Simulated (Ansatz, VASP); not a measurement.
## Tl: VASP beside Ansatz

INCAR

```
SYSTEM = Tl
AGGAC = 1.0
AGGAX = 1.0
ALDAC = 0.0
ALDAX = 1.0
ALGO = Normal
EDIFF = 1E-7
ENCUT = 520
GGA = B5
ISIF = 2
ISMEAR = -1
LASPH = .True.
LCHARG = .False.
LREAL = .False.
LWAVE = .False.
NBANDS = 12
NELM = 60
PREC = Accurate
SIGMA = 0.1
```

File KPOINTS:

```
k-points
0
Gamma
  11 11 11
  0 0 0
```

POSCAR

```
Tl
1.0
    3.4689144985      0.0000000000      0.0000000000
    0.0000000000      3.4689144985      0.0000000000
    0.0000000000      0.0000000000      3.4689144985
Tl
1
Direct
    0.0000000000      0.0000000000      0.0000000000
```

Input for Ansatz:

```yaml
crystal:
  lattice:
    - [3.4689144985, 0.0, 0.0]
    - [0.0, 3.4689144985, 0.0]
    - [0.0, 0.0, 3.4689144985]
  atoms:
    - { symbol: Tl, position: [0.0, 0.0, 0.0] }
hamiltonian:
  xc: blyp
  pseudopotentials:
    kind: paw
    azcp:
      Tl: "pseudopotentials/Tl.paw.azcp"
basis:
  ecutwfc: 420
  fft_grid_basis: typed
kpoints:
  mp_grid: { grid: [11, 11, 11], shift: [0, 0, 0] }
magnetization:
  spin_polarized: false
scf:
  occupations: { method: fermi_dirac, width: 0.1 }
  lower_state_search: "off"
output:
  stress: true
```

Alike in both runs: task single point; functional BLYP; k mesh 11 × 11 × 11; occupations fermi-dirac, width 0.1 eV; no spin polarisation.

```csv
,VASP,Ansatz
version,VASP 6.6.1,Ansatz 0.2.0
potentials or method,"VASP PAW PBE potentials, release 64 (Tl_d)","plane waves (420 eV) with PAW, scalar-relativistic"
plane-wave cutoff (eV),520,420
valence electrons in the cell,13,13
```

|  | VASP | Ansatz | Ansatz less VASP |
| --- | --- | --- | --- |
| pressure (GPa) | -1.0 | -0.9 | +0.02 |

With one functional, cell and mesh, what is left measures potentials, basis and numerics.

Caveats: the PAW data sets were made with another functional, which shifts forces and pressure a little (VASP). The runs have no spin-orbit coupling, so splittings on Tl are missing.
